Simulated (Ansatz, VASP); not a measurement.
## Cross-check of Si54C53 (V_C1) between VASP and Ansatz

One calculation is typed for both programs; each brings its own data sets. How far apart do they land? Of the first pair: The structure shown is the start of the Ansatz relaxation below; VASP solves that cell, so the two are compared at the walk's first step.

Calculated with Ansatz 0.2.0; plane waves, with VASP 6.6.1 beside it; r2SCAN.

### 1. The starting structure

The cell holds 107 atoms: 54 Si and 53 C. Its edges and angles: a = 8.959 Å, b = 8.959 Å, c = 14.655 Å, α = 90.0°, β = 90.0°, γ = 120.0°. It derives from SiC (SiC (P6_3mc)). Nearest the centre at fractional (0.556, 0.444, 0.542): Si53 at 1.79 Å, Si27 at 1.81 Å, Si47 at 1.85 Å, Si29 at 1.86 Å, C100 at 2.94 Å, C106 at 2.95 Å, C77 at 2.97 Å, C98 at 2.97 Å.

### 2. Ansatz: relaxation, r2SCAN

Ansatz runs on its PAW soft_1 files.

The two programs are compared at the cell with which this relaxation starts, whose forces are those of its first step.

File input.yaml:

```yaml
crystal:
  lattice:
    - [2.98630503, 0.0, 0.0]
    - [-1.49315251, 2.58621602, 0.0]
    - [0.0, 0.0, 14.65462847]
  atoms:
    - { symbol: Si, position: [0.33333333, 0.66666667, 0.8329854] }
    - { symbol: Si, position: [0.66666667, 0.33333333, 0.3329854] }
    - { symbol: Si, position: [0.66666667, 0.33333333, 0.66650102] }
    - { symbol: Si, position: [0.33333333, 0.66666667, 0.16650102] }
    - { symbol: Si, position: [0.0, 0.0, 0.49972248] }
    - { symbol: Si, position: [0.0, 0.0, 0.99972248] }
    - { symbol: C, position: [0.0, 0.0, 0.87436694] }
    - { symbol: C, position: [0.0, 0.0, 0.37436694] }
    - { symbol: C, position: [0.33333333, 0.66666667, 0.70799668] }
    - { symbol: C, position: [0.66666667, 0.33333333, 0.20799668] }
    - { symbol: C, position: [0.66666667, 0.33333333, 0.54152848] }
    - { symbol: C, position: [0.33333333, 0.66666667, 0.04152848] }
  supercell: [3, 3, 1]
  defects: [{ vacancy: 58 }]
basis:
  ecutwfc: 500
  xc_grid: 2
hamiltonian:
  xc: r2scan
  pseudopotentials: { kind: paw, azcp: { folder: soft_1 } }
kpoints:
  mp_grid: { grid: [1, 1, 1], shift: [0.25, 0.25, 0.25] }
scf:
  occupations: { method: fixed }
  max_iter: 100
output:
  forces: true
  charged_corrections:
    epsilon: [7.09, 7.09, 7.35]
    static_epsilon: [10.43, 10.43, 10.95]
relax:
  f_tol: 0.02
  max_steps: 80
  random_displacement: { amplitude: 0.05, seed: 5888 }
checkpoint:
  write: "../q0.relax.run"
  compress: false
  write_wavefunctions: true
  write_every: 100000
```

Run with:

```sh
> ansatz run input.yaml --threads 8 --pin off --max-ram 15073MiB --backend cpu --events-out ev --progress --plain --runs-dir out
```

Numbers of over 12 decimals in the logs are rounded to 6 here.

The log of the run:

```text
Engine: ansatz 0.2.0, aarch64-unknown-linux-gnu
Pseudopotentials: kind: paw
Pseudopotential: Si, paw, valence charge 4, recommended cutoff 500 eV (meta_gga), soft_1/Si.paw.azcp
Pseudopotential: C, paw, valence charge 4, recommended cutoff 500 eV (meta_gga), soft_1/C.paw.azcp
Functional definition: r2SCAN
  parameter k0 = 0.174
  parameter k1 = 0.065
  parameter a1 = 4.9479
  exchange = r2scan_x(k0 = k0, k1 = k1, a1 = a1)
  correlation = r2scan_c
Crystal: 107 atoms, lattice volume = 1018.630 Å³
Basis set: ecut = 500 eV, 25889 PW (Γ), exchange–correlation on 144×144×216 points (8 copies of the dense FFT grid, shifted against one another)
Bands: 321, of which v1, the nominal top of the filled ones, is band 214 counted from 1 (213 counted from 0)
Symmetry: 1 space group operations
k-points: 1
Non-local potential: Si, projectors of the file, l = 0: 2, l = 1: 2, l = 2: 1
Non-local potential: C, projectors of the file, l = 0: 2, l = 1: 2, l = 2: 1
PAW form: soft (Blöchl's): semilocal exchange-correlation on the pseudo side does not see the compensation charge
PAW frozen core: Si, regenerated for the run's functional (the file was generated under x = pbe(κ = 0.804, μ = 0.219515), c = pbe(β = 0.066725))
PAW frozen core: C, regenerated for the run's functional (the file was generated under x = pbe(κ = 0.804, μ = 0.219515), c = pbe(β = 0.066725))
PAW one-centre angular grid: Si, 302 points (default); XC on 160 Gauss nodes
PAW one-centre angular grid: C, 302 points (default); XC on 219 of its mesh's 2255 points in the sphere
Initial density: superposition of atomic densities (chi_scale 0.1, normalization cell, long waves kept (reshape's long-wave potential 0.15 eV rms))
Initial wavefunctions: pseudopotential atomic-orbital guess
Functional: x = r2scan, c = r2scan; τ floored in thin density (d = 2e-4 eV/Å³)
SCF iter   1: F=—  HF=-47935.173121 eV  |F-HF|=—  |Δ(HF+E_count)|=         —  Δρ=1.50e-1  dr2=2.69e2  dr2_τ=3.32e1  ethr=3.10e-3  ⟨swp⟩=5.0  Hψ=1102  notcnv=0  defer=105
preconditioner: auto → Resta (q_TF=auto, 2.361 Å⁻¹)  ε∞=3.8  [insulator: Δε(μ)=0.134 eV  Ē_g=14.437 eV  n_scr=244 (ndim 8)  ℏωp=24.1 eV  f_vac=0.000  ε∞_Penn≈3.8]
SCF iter   2: F=—  HF=-47866.358929 eV  |F-HF|=—  |Δ(HF+E_count)|=    6.88e1  Δρ=5.47e-2  dr2=2.89e1  dr2_τ=3.03e0  ethr=3.10e-3  ⟨swp⟩=4.0  Hψ=682  notcnv=0  defer=105
SCF iter   3: F=—  HF=-47867.088700 eV  |F-HF|=—  |Δ(HF+E_count)|=   7.30e-1  Δρ=1.91e-2  dr2=2.40e0  dr2_τ=9.24e-2  ethr=3.10e-3  ⟨swp⟩=3.0  Hψ=520  notcnv=0  defer=105
SCF iter   4: F=—  HF=-47867.651961 eV  |F-HF|=—  |Δ(HF+E_count)|=   5.63e-1  Δρ=2.80e-3  dr2=1.50e-1  dr2_τ=6.18e-3  ethr=5.61e-4  ⟨swp⟩=3.0  Hψ=437  notcnv=0  defer=105
SCF iter   5: F=—  HF=-47867.644756 eV  |F-HF|=—  |Δ(HF+E_count)|=   7.20e-3  Δρ=2.17e-3  dr2=1.01e-1  dr2_τ=1.76e-3  ethr=3.51e-5  ⟨swp⟩=3.0  Hψ=361  notcnv=0  defer=105
SCF iter   6: F=—  HF=-47867.640662 eV  |F-HF|=—  |Δ(HF+E_count)|=   4.09e-3  Δρ=1.13e-3  dr2=2.58e-2  dr2_τ=5.28e-4  ethr=2.36e-5  ⟨swp⟩=3.0  Hψ=226  notcnv=0  defer=105
SCF iter   7: F=—  HF=-47867.639377 eV  |F-HF|=—  |Δ(HF+E_count)|=   1.28e-3  Δρ=4.13e-4  dr2=3.09e-3  dr2_τ=2.44e-5  ethr=6.02e-6  ⟨swp⟩=2.0  Hψ=224  notcnv=0  defer=105
SCF iter   8: F=—  HF=-47867.639459 eV  |F-HF|=—  |Δ(HF+E_count)|=   8.17e-5  Δρ=1.54e-4  dr2=4.27e-4  dr2_τ=4.85e-6  ethr=7.23e-7  ⟨swp⟩=2.0  Hψ=322  notcnv=0  defer=105
SCF iter   9: F=—  HF=-47867.639457 eV  |F-HF|=—  |Δ(HF+E_count)|=   2.35e-6  Δρ=3.70e-5  dr2=2.60e-5  dr2_τ=1.67e-6  ethr=9.97e-8  ⟨swp⟩=2.0  Hψ=357  notcnv=0  defer=105
SCF iter  10: F=-47867.639454 eV  HF=-47867.639457 eV  |F-HF|=2.27e-6  |Δ(HF+E_count)|=   4.66e-8  Δρ=1.39e-5  dr2=3.71e-6  dr2_τ=6.22e-8  ethr=2.34e-9  ⟨swp⟩=5.0  Hψ=917  notcnv=0
SCF 1 converged in 10 iterations: F = -47867.639454 eV  dr2 = 3.71e-6
  greatest PAW one-centre occupation: 0.685 electrons in one spin orbital (limit 2), on the C atom at site 93 (counted from 0), in its partial waves of l = 0
relax step   1: F+E_penalty+E_count = -47867.63945446 eV  Δ(F+E_penalty+E_count) = +0.000e0 eV  max|allowed force component| = 3.049e0 eV/Å  Δτ_max = 0.0000 Å  (10 SCF iters, dr2 threshold 1.00e-5 eV, accepted)
Initial density: handed on by an earlier stage of this run
Initial wavefunctions: those handed on with the density
iter 1 solved again at ethr=2.90e-4 eV; its pass at ethr=3.10e-3 eV (dr2=1.24e0 eV) is discarded
SCF iter   1: F=—  HF=-47871.758613 eV  |F-HF|=—  |Δ(HF+E_count)|=         —  Δρ=9.44e-3  dr2=1.28e0  dr2_τ=7.88e-1  ethr=2.90e-4  ⟨swp⟩=1.0  Hψ=1079  notcnv=0  defer=100
preconditioner: auto → Resta (q_TF=auto, 2.361 Å⁻¹)  ε∞=4.2  [insulator: Δε(μ)=0.447 eV  Ē_g=13.488 eV  n_scr=244 (ndim 8)  ℏωp=24.1 eV  f_vac=0.000  ε∞_Penn≈4.2]
SCF iter   2: F=—  HF=-47871.590730 eV  |F-HF|=—  |Δ(HF+E_count)|=   1.68e-1  Δρ=4.70e-3  dr2=2.43e-1  dr2_τ=2.67e-3  ethr=2.90e-4  ⟨swp⟩=4.0  Hψ=398  notcnv=0  defer=105
[...]
- { symbol: Si, position: [0.217443, 0.105396, 0.332129] }
    - { symbol: Si, position: [0.226424, 0.116218, 0.664818] }
    - { symbol: Si, position: [0.110041, 0.220664, 0.166388] }
    - { symbol: Si, position: [-0.00193588, -0.000216497, 0.499430] }
    - { symbol: Si, position: [0.000466893, -0.000234526, 1.000036] }
    - { symbol: C, position: [0.00192473, 0.00124318, 0.874861] }
    - { symbol: C, position: [-0.00439371, -0.00354929, 0.374624] }
    - { symbol: C, position: [0.113087, 0.223873, 0.707907] }
    - { symbol: C, position: [0.220041, 0.108399, 0.207585] }
    - { symbol: C, position: [0.218291, 0.103740, 0.540589] }
    - { symbol: C, position: [0.111639, 0.222321, 0.041418] }
    - { symbol: Si, position: [0.112499, 0.556395, 0.832294] }
    - { symbol: Si, position: [0.219003, 0.441332, 0.333177] }
    - { symbol: Si, position: [0.225284, 0.445627, 0.665977] }
    - { symbol: Si, position: [0.109531, 0.553402, 0.166541] }
    - { symbol: Si, position: [-0.00229642, 0.332537, 0.499862] }
    - { symbol: Si, position: [0.00041717, 0.333070, 0.999462] }
    - { symbol: C, position: [0.00150394, 0.334161, 0.874234] }
    - { symbol: C, position: [-0.00302611, 0.331236, 0.375030] }
    - { symbol: C, position: [0.112029, 0.555569, 0.706875] }
    - { symbol: C, position: [0.220486, 0.442773, 0.208255] }
    - { symbol: C, position: [0.230271, 0.439809, 0.540926] }
    - { symbol: C, position: [0.111166, 0.555042, 0.041670] }
    - { symbol: Si, position: [0.114608, 0.892119, 0.833338] }
    - { symbol: Si, position: [0.219101, 0.773734, 0.333353] }
    - { symbol: Si, position: [0.223128, 0.779025, 0.666703] }
    - { symbol: Si, position: [0.108766, 0.885932, 0.167086] }
    - { symbol: Si, position: [-0.00482098, 0.663877, 0.500568] }
    - { symbol: Si, position: [0.00122511, 0.666770, 0.999691] }
    - { symbol: C, position: [0.0038127, 0.669175, 0.874650] }
    - { symbol: C, position: [-0.0029132, 0.663630, 0.375504] }
    - { symbol: C, position: [0.117686, 0.895161, 0.708798] }
    - { symbol: C, position: [0.220258, 0.775247, 0.208503] }
    - { symbol: C, position: [0.217941, 0.769876, 0.541968] }
    - { symbol: C, position: [0.111523, 0.888685, 0.041854] }
    - { symbol: Si, position: [0.449170, 0.230197, 0.828791] }
    - { symbol: Si, position: [0.551918, 0.105860, 0.332532] }
    - { symbol: Si, position: [0.556720, 0.116118, 0.665282] }
    - { symbol: Si, position: [0.443132, 0.220497, 0.166639] }
    - { symbol: Si, position: [0.327579, -0.00855913, 0.499515] }
    - { symbol: Si, position: [0.334756, 0.00160712, 0.999413] }
    - { symbol: C, position: [0.337916, 0.00656659, 0.873318] }
    - { symbol: C, position: [0.329676, -0.00403184, 0.374406] }
    - { symbol: C, position: [0.453700, 0.239562, 0.700397] }
    - { symbol: C, position: [0.553682, 0.108751, 0.207905] }
    - { symbol: C, position: [0.550241, 0.105020, 0.541083] }
    - { symbol: C, position: [0.445136, 0.223052, 0.041771] }
    - { symbol: Si, position: [0.446587, 0.558341, 0.833165] }
[...]
- { symbol: Si, position: [0.639814, 0.322821, 0.496817] }
    - { symbol: Si, position: [0.667048, 0.333484, 0.999311] }
[...]
- { symbol: C, position: [0.873587, 0.440356, 0.541132] }
    - { symbol: C, position: [0.778537, 0.555785, 0.041640] }
    - { symbol: Si, position: [0.779527, 0.890751, 0.833482] }
    - { symbol: Si, position: [0.882823, 0.771859, 0.336391] }
    - { symbol: Si, position: [0.895670, 0.784835, 0.667777] }
    - { symbol: Si, position: [0.776473, 0.886968, 0.167627] }
    - { symbol: Si, position: [0.664427, 0.660513, 0.515579] }
    - { symbol: Si, position: [0.667317, 0.666867, 1.000115] }
    - { symbol: C, position: [0.668708, 0.668381, 0.875003] }
    - { symbol: C, position: [0.660036, 0.655772, 0.383759] }
    - { symbol: C, position: [0.779631, 0.891666, 0.708664] }
    - { symbol: C, position: [0.885677, 0.774924, 0.210373] }
    - { symbol: C, position: [0.892757, 0.781834, 0.543521] }
    - { symbol: C, position: [0.778037, 0.888774, 0.042509] }
```

Reading the cycles: dr2 is the Hartree energy of the density residual (eV), the measure of convergence; HF is the Harris–Foulkes estimate of the energy, which meets the free energy F at convergence.

### 3. VASP: single point, r2SCAN, start cell, pair 1

The same cell, functional and mesh now go to VASP, with its own data sets.

Lines of VASP's logs that name or quote its potential files are left out, and so is its time.

File INCAR:

```
SYSTEM = Si54C53
PREC = Accurate
ENCUT = 580
EDIFF = 1E-06
NELM = 120
ISMEAR = 0
SIGMA = 0.01
LREAL = Auto
ALGO = Normal
METAGGA = R2SCAN
LASPH = .TRUE.
NBANDS = 288
LORBIT = 11
LWAVE = .FALSE.
LCHARG = .FALSE.
ISIF = 2
ISYM = 0
GGA_COMPAT = .FALSE.
EFERMI = MIDGAP
LMIXTAU = .TRUE.
NCORE = 2
```

File POSCAR:

```
Si54C53
1.0
    8.9589150803      0.0000000000      0.0000000000
   -4.4794575402      7.7586480499      0.0000000000
    0.0000000000      0.0000000000     14.6546284706
Si C
54 53
Direct
    0.1076121550      0.2169428216      0.8311006331
    0.2278605346      0.1120120406      0.3341493788
    0.2226799627      0.1065360865      0.6682207618
[... 1 atom line left out ...]
    0.0024735524      0.0010211831      0.5028702717
[... 2 atom lines left out ...]
    0.2267379662      0.4434657917      0.3315675324
    0.2173930946      0.4434926005      0.6644261927
[... 1 atom line left out ...]
    0.0002642624      0.3383580468      0.5013581214
[... 5 atom lines left out ...]
    0.9947603445      0.6640378539      0.5017087956
[... 1 atom line left out ...]
    0.4441653291      0.2176273481      0.8309358388
    0.5514827296      0.1125323632      0.3345738863
    0.5547297943      0.1065631531      0.6642517086
[... 1 atom line left out ...]
    0.3350761938      0.0026030308      0.5028319902
[... 1 atom line left out ...]
    0.4472599511      0.5573400124      0.8360457602
    0.5596699585      0.4471632142      0.3355801213
    0.5583020724      0.4416956379      0.6647187965
[... 1 atom line left out ...]
    0.3318170608      0.3311460945      0.4965235396
[... 2 atom lines left out ...]
    0.5545354338      0.7770018644      0.3296204342
    0.5578990187      0.7829764878      0.6685112502
[... 1 atom line left out ...]
    0.3322666414      0.6706009818      0.4977572113
[... 5 atom lines left out ...]
    0.6676289348      0.0053870210      0.5012672969
[... 1 atom line left out ...]
    0.7733985527      0.5494368313      0.8336895763
    0.8880470535      0.4386018000      0.3323098235
    0.8942083819      0.4492691223      0.6651017472
[... 1 atom line left out ...]
    0.6724358168      0.3352801910      0.5011307530
[... 2 atom lines left out ...]
    0.8837307399      0.7739222041      0.3348759752
    0.8858047804      0.7715313237      0.6673398114
[... 1 atom line left out ...]
    0.6655375051      0.6630874306      0.5025308567
[... 3 atom lines left out ...]
    0.1112502177      0.2268699377      0.7099466234
[... 1 atom line left out ...]
    0.2225739539      0.1070022760      0.5437067897
[... 5 atom lines left out ...]
    0.2177828404      0.4414525544      0.5391007364
[... 2 atom lines left out ...]
    0.0051719100      0.6691972579      0.3764022412
[... 5 atom lines left out ...]
    0.3317364109      0.9954707315      0.3767594662
    0.4435450010      0.2208166924      0.7113242769
[... 1 atom line left out ...]
    0.5603824260      0.1159351467      0.5432427725
[... 2 atom lines left out ...]
    0.3344220250      0.3389554447      0.3756601548
    0.4393542481      0.5525060516      0.7100663126
    0.5532351588      0.4464270035      0.2105345083
[... 2 atom lines left out ...]
    0.3336229204      0.6713146371      0.3763765838
[... 2 atom lines left out ...]
    0.5539474473      0.7760533744      0.5382728068
[... 3 atom lines left out ...]
    0.7717024161      0.2179713513      0.7088598678
[... 4 atom lines left out ...]
    0.6700949796      0.3356236787      0.3714994898
    0.7812207497      0.5599893141      0.7056367905
[... 1 atom line left out ...]
    0.8829216258      0.4435677425      0.5415610512
[... 2 atom lines left out ...]
    0.6673164234      0.6691638758      0.3712429838
    0.7750783169      0.8916054647      0.7098457679
[... 1 atom line left out ...]
    0.8851291258      0.7744387890      0.5441520415
    0.7789630858      0.8938354924      0.0435686924
```

File KPOINTS:

```
Points of the shifted mesh
1
Reciprocal
 0.2500000000  0.2500000000  0.2500000000 1
```

PAW data sets: Si and C (PBE family, release 64).

Run with:

```sh
> mpirun -np 8 vasp_std
```

The log of the run:

```text
[banner, memory and clock lines left out]
running    8 mpi-ranks, on    1 nodes
[...]
|                                                                             |
|               ----> ADVICE to this user running VASP <----                  |
|                                                                             |
|     You enforced a specific xc type in the INCAR file but a different       |
|     [... a line on the potential file left out ...]
|     I HOPE YOU KNOW WHAT YOU ARE DOING!                                     |
|                                                                             |

 LDA part: xc-table for (None), standard interpolation
 POSCAR, INCAR and KPOINTS ok, starting setup
[...]
entering main loop
       N       E                     dE             d eps       ncg     rms          rms(c)
DAV:   1     0.127582411106E+04    0.12758E+04   -0.22007E+05   576   0.154E+03
DAV:   2    -0.103333740513E+04   -0.23092E+04   -0.21877E+04   704   0.266E+02
DAV:   3    -0.118808849540E+04   -0.15475E+03   -0.15309E+03   704   0.646E+01
DAV:   4    -0.119116350228E+04   -0.30750E+01   -0.30615E+01   696   0.999E+00
[...]
DAV:  28    -0.102140224637E+04   -0.49000E-05   -0.65758E-06   624   0.647E-03    0.550E-03
DAV:  29    -0.102140224370E+04    0.26729E-05   -0.23310E-06   352   0.308E-03    0.207E-03
DAV:  30    -0.102140224397E+04   -0.26755E-06   -0.53179E-07   312   0.180E-03
   1 F= -.10214022E+04 E0= -.10214022E+04  d E =-.255233E-07
```

Parts of OUTCAR (step 3):

```text
  FREE ENERGIE OF THE ION-ELECTRON SYSTEM (eV)
  ---------------------------------------------------
  free  energy   TOTEN  =     -1021.4022439662 eV

  energy  without entropy=    -1021.4022439407  energy(sigma->0) =    -1021.40224395
```

The run ends at a pressure of 24.49 GPa, with forces up to 3.1 eV/Å.

### 4. Differences

Known differences besides the potentials themselves: VASP keeps PBE cores, Ansatz makes them for the functional; fixed occupations in Ansatz, narrow Gaussian smearing in VASP; the cutoff is 500 eV in Ansatz and 580 eV in VASP (PREC = Accurate, projectors in real space). Total energies have different zeros and are not compared.

Forces on 9 of the 107 atoms, those with the largest forces and the largest differences (eV/Å; atoms numbered as in POSCAR):

| atom | Ansatz x, y, z | VASP x, y, z |
| --- | --- | --- |
| Si29 | 0.168, -0.906, 2.929 | 0.147, -0.920, 2.920 |
| Si32 | -0.680, 1.075, 2.521 | -0.671, 1.068, 2.513 |
| Si47 | -2.174, -0.235, -0.981 | -2.142, -0.243, -0.983 |
| Si49 | -3.049, 0.477, -0.264 | -3.033, 0.472, -0.265 |
| Si51 | -0.582, 3.018, -0.452 | -0.580, 2.999, -0.454 |
| Si53 | 0.538, 0.076, 0.240 | 0.542, 0.105, 0.241 |
| C69 | -0.634, -2.725, 1.211 | -0.636, -2.713, 1.212 |
| C75 | 0.873, 0.049, -2.766 | 0.870, 0.036, -2.762 |
| C98 | 0.088, -2.353, 1.537 | 0.097, -2.334, 1.520 |

The forces differ by 7.1 meV/Å r.m.s., which is 0.6 % of the r.m.s. force of 1.114 eV/Å (both taken over all components).

[end of part 1 of 2]

[Lines on the potential files, build, host, timing and source positions are cut from VASP's logs without a mark.]

[Logs are printed without paths, hosts, clocks, repeated set-up lines and the standing remarks that a program may print on its own settings, such as how far it seeks lower states.]

[Hosts, paths, dates, database ids (printed as entryN), source tags and the programs' standing remarks are cut or masked in the printed files.]
